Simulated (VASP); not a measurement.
Set up this calculation in VASP 6.6.1, as the native input.

| Item | Value |
| --- | --- |
| Task | single point |
| Functional | PBE |
| Potentials or basis | VASP PAW PBE potentials, release 64 (Zn, S) |
| Cutoff | 520 eV |
| k mesh | 9 × 9 × 4 |
| Occupations | gaussian, width 0.05 eV |
| Spin | no spin polarisation |
| Dipole correction | no |
| Further INCAR settings | ALGO = Fast; EDIFF = 1e-07; NBANDS = 26 |

The structure of ZnS lies in POSCAR:

```
ZnS
1.0
    3.8455587354      0.0000000000      0.0000000000
   -1.9227793677      3.3303515566      0.0000000000
    0.0000000000      0.0000000000      6.3037246812
Zn S
2 2
Direct
    0.3163527059      0.6666666667      0.0052003729
    0.6836472941      0.3333333333      0.5052003729
    0.3470553733      0.6666666667      0.3797996271
    0.6529446267      0.3333333333      0.8797996271
```

The cell isn't the ideal one: mode 4 frozen in at -0.065 Å, equal normal strain along x and y +0.0000.

These files were run (other wordings do the same):

INCAR

```
SYSTEM = ZnS
  ALGO = Fast
  EDIFF = 1E-7
  ENCUT = 520
  GGA = PE
  ISIF = 2
  ISMEAR = 0
  LASPH = .TRUE.
  LCHARG = .FALSE.
  LREAL = .FALSE.
  LWAVE = .FALSE.
  NBANDS = 26
  NELM = 100
  PREC = Accurate
  SIGMA = 0.05
```

KPOINTS

```
k-points
0
G
  9 9 4
  0 0 0
```

Potentials or basis: VASP PAW PBE potentials, release 64 (Zn, S).

Launch:

```console
$ cat potpaw_PBE.64/Zn/POTCAR potpaw_PBE.64/S/POTCAR > POTCAR
$ mpirun -np 1 vasp_std > vasp.out
```

It gave:

| Property | Result |
| --- | --- |
| Pressure | 0.0 GPa |
| Largest force | 0.078 eV/Å |
| Band gap on the k mesh | 2.06 eV, direct |

Wall time 5.1 min on 1 thread of Intel(R) Xeon(R) Platinum 8259CL CPU @ 2.50GHz (Skylake/Cascade Lake) (shared host), peak memory 0.35 GiB.
